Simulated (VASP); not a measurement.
Rh: relaxation of cell and atoms with RPBE

Crystal: Rh.

```
Rh
1.0
    -1.51103    1.51103    1.51103
     1.51103   -1.51103    1.51103
     1.51103    1.51103   -1.51103
Rh
1
Cartesian
  0.0000 0.0000 0.0000
```

This isn't the form of Rh at room conditions, which is fcc.

```json
{"Program": "VASP 6.6.1", "Task": "relaxation of cell and atoms", "Functional": "RPBE", "Potentials or basis": "VASP PAW PBE potentials, release 64 (Rh_pv)", "Cutoff": "600 eV", "k mesh": "20 × 20 × 20", "Occupations": "gaussian, width 0.1 eV", "Spin": "no spin polarisation", "Further INCAR settings": "ALGO = Fast; EDIFF = 1e-07; IBRION = 2; EDIFFG = -0.005; NSW = 90; ISIF = 3"}
```

* Relaxed volume: 14.75 Å³/atom
* Relaxed cell: a = 2.676 Å, b = 2.676 Å, c = 2.676 Å, α = 109.47°, β = 109.47°, γ = 109.47°
* Space group after relaxing (to 0.05 Å): Im-3m (No. 229)
* Energy gained by relaxing: 47.1 meV/atom
* Ionic steps: 18
* Pressure after relaxing: 0.0 GPa
* Band gap on the k mesh: none (metal or under the smearing width)

The path:
```csv
step,energy change (eV),largest force (eV/Å),pressure (GPa),volume (Å³)
1,0.0000,0.0000,17.04,13.80
2,0.1170,0.0000,-20.61,16.94
3,-0.0470,0.0000,-0.68,14.79
4,-0.0471,0.0000,-0.08,14.75
5,-0.0471,0.0000,0.16,14.73
6,-0.0471,0.0000,0.22,14.73
7,-0.0471,0.0000,0.21,14.73
8,-0.0471,0.0000,0.20,14.73
9,-0.0471,0.0000,0.21,14.73
10,-0.0471,0.0000,0.21,14.73
11,-0.0471,0.0000,0.20,14.73
12,-0.0471,0.0000,0.20,14.73
13,-0.0471,0.0000,0.20,14.73
14,-0.0471,0.0000,0.19,14.74
15,-0.0471,0.0000,0.18,14.74
16,-0.0471,0.0000,0.17,14.74
17,-0.0471,0.0000,0.13,14.74
18,-0.0471,0.0000,0.05,14.75
```

Final structure:
```yaml
crystal:
  lattice:
    - [-1.54479, 1.54479, 1.54479]
    - [1.54479, -1.54479, 1.54479]
    - [1.54479, 1.54479, -1.54479]
  atoms:
    - { symbol: Rh, position: [0.00000, 0.00000, 0.00000] }
```

Levels at points of the mesh, in eV from the Fermi level:
```
           k point  band 5  band 6  band 7  band 8  band 9  band 10
(0.00, 0.00, 0.00)   -2.65   -2.65   -2.65   -0.40   -0.40    18.43
(0.50, 0.00, 0.00)   -4.04   -0.46   -0.09    1.41    1.48     8.85
(0.50, 0.50, 0.50)   -5.34    1.02    1.02    1.02    9.29     9.29
```

Wall time 2.6 min on 1 thread of Intel(R) Xeon(R) Platinum 8488C (Sapphire Rapids), with other jobs on the host, peak memory 0.19 GiB.

Caveat: the PAW data sets were made with another functional, which shifts forces and pressure a little.
